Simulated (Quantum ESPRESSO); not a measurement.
The system is FeO.

```
Fe O
1.0
     1.51768    0.87623    2.51579
    -1.51768    0.87623    2.51579
     0.00000   -1.75247    2.51579
Fe O
1 1
Direct
  0.00000 0.00000 0.00000
  0.50000 0.50000 0.50000
```

Base run:

* Program: Quantum ESPRESSO 7.5
* Functional: PBE
* Potentials or basis: GBRV 1.5 PBE
* Cutoff: 762 eV
* Density cutoff: 6095 eV
* k mesh: 8 × 8 × 8
* Occupations: gaussian, width 0.05 eV
* Spin: collinear spin, ferromagnetic start
* Starting moments: [4.0, 0.0] μB
* Hubbard terms: Fe d U = 4 eV

Its results: band gap on the k mesh none (metal or under the smearing width); pressure 4.7 GPa; net moment 4.00 μB per cell; site moments Fe +3.57; O +0.24 μB.

**Question.** The run is repeated on the same cell with these changes: potentials or basis from GBRV 1.5 PBE to JTH 2.0 PBE; cutoff from 762 eV to 735 eV; density cutoff from 6095 eV to 4408 eV; hubbard terms from Fe d U = 4 eV to none. What comes out?

**Answer.** Band gap on the k mesh none (metal or under the smearing width); pressure -0.9 GPa; net moment 4.00 μB per cell; site moments Fe +3.46; O +0.32 μB.

Caveats: a cell with one magnetic atom can't hold antiferromagnetic order, which such compounds often take; semilocal functionals often make such compounds metallic where correlation or magnetic order opens a gap, which also shifts bond lengths (some runs).
